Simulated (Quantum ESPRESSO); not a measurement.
Set up this calculation in Quantum ESPRESSO 7.5, as the native input.

| Property | Result |
| --- | --- |
| Task | single point |
| Functional | PBE |
| Potentials or basis | SSSP 1.3 efficiency PBE |
| Cutoff | 748 eV |
| Density cutoff | 5987 eV |
| k mesh | 8 × 8 × 8 |
| Occupations | fermi-dirac, width 0.05 eV |
| Spin | no spin polarisation |
| Mixing beta | 0.5 |
| Most SCF iterations | 120 |
| SCF threshold | 6e-10 Ry |

The system is CaF2 (Fluorite).

```
Ca F
1.0
     0.00000    2.73100    2.73100
     2.73100    0.00000    2.73100
     2.73100    2.73100    0.00000
Ca F
1 2
Direct
  0.00000 0.00000 0.00000
  0.75000 0.75000 0.75000
  0.25000 0.25000 0.25000
```

One way to write it, as run:

pw.in

```
&CONTROL
  calculation = 'scf'
  prefix = 'pwscf'
  outdir = './tmp'
  pseudo_dir = './pseudo'
  tprnfor = .true.
  tstress = .true.
  disk_io = 'low'
/
&SYSTEM
  ibrav = 0
  nat = 3
  ntyp = 2
  ecutwfc = 55
  ecutrho = 440
  nbnd = 19
  occupations = 'smearing'
  smearing = 'fd'
  degauss = 0.00367493
/
&ELECTRONS
  conv_thr = 6d-10
  electron_maxstep = 120
  mixing_beta = 0.5
/
ATOMIC_SPECIES
Ca    40.0780 Ca_pbe_v1.uspp.F.UPF
F     18.9984 f_pbe_v1.4.uspp.F.UPF
CELL_PARAMETERS angstrom
   0.0000000000    2.7310000000    2.7310000000
   2.7310000000    0.0000000000    2.7310000000
   2.7310000000    2.7310000000    0.0000000000
ATOMIC_POSITIONS crystal
Ca     0.0000000000    0.0000000000    0.0000000000
F      0.7500000000    0.7500000000    0.7500000000
F      0.2500000000    0.2500000000    0.2500000000
K_POINTS automatic
8 8 8 0 0 0
```

pp_density.in

```
&INPUTPP
  prefix = 'pwscf'
  outdir = './tmp'
  filplot = 'density.dat'
  plot_num = 0
/
&PLOT
  nfile = 1
  filepp(1) = 'density.dat'
  iflag = 3
  output_format = 6
  fileout = 'density.cube'
/
```

pp_potential.in

```
&INPUTPP
  prefix = 'pwscf'
  outdir = './tmp'
  filplot = 'potential.dat'
  plot_num = 11
/
&PLOT
  nfile = 1
  filepp(1) = 'potential.dat'
  iflag = 3
  output_format = 6
  fileout = 'potential.cube'
/
```

Potentials or basis: SSSP 1.3 efficiency PBE.

The run is started by

```bash
$ OMP_NUM_THREADS=1 mpirun -n 2 pw.x -nk 2 -in pw.in > pw.out
$ OMP_NUM_THREADS=1 mpirun -n 1 pp.x -in pp_density.in > pp_density.out
$ OMP_NUM_THREADS=1 mpirun -n 1 pp.x -in pp_potential.in > pp_potential.out
```

Results of the run:

```
Pressure               : 2.1 GPa
Band gap on the k mesh : 7.29 eV, indirect (least direct gap 7.55 eV)
```

Run time: 14 s on 2 MPI ranks on Arm Neoverse V1, with other jobs on the host, peak memory 0.28 GiB a rank.
